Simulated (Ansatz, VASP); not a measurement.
MgSe in VASP and in Ansatz

```
Mg Se
1.0
     0.00000    2.72550    2.72550
     2.72550    0.00000    2.72550
     2.72550    2.72550    0.00000
Mg Se
1 1
Direct
  0.00000 0.00000 0.00000
  0.50000 0.50000 0.50000
```

Alike in both runs: task relaxation of cell and atoms; functional PBEsol; k mesh 8 × 8 × 8; occupations gaussian, width 0.02 eV; no spin polarisation.

```csv
,VASP,Ansatz
version,VASP 6.6.1,Ansatz 0.2.0
potentials or method,"VASP PAW PBE potentials, release 64 (Mg, Se)","scalar-relativistic, plane waves, PAW"
plane-wave cutoff (eV),600,420
valence electrons in the cell,8,26
```

|  | VASP | Ansatz | Ansatz less VASP |
| --- | --- | --- | --- |
| gap on the k mesh at the Fermi level, each at its own relaxed structure (eV) | 1.76 | 1.77 | +0.010 |
| relaxed volume (Å³/atom) | 20.22 | 20.25 | +0.027 |
| relaxed cell length with the largest relative difference (Å) | 3.853 | 3.854 | +0.0017 |

The two sets of potentials don't hold the same shells in valence.

Caveats: the PAW data sets were made with another functional, which shifts forces and pressure a little (VASP). A hybrid or GW would open this gap; PBEsol tends to underestimate it. A k mesh can miss the band edges.
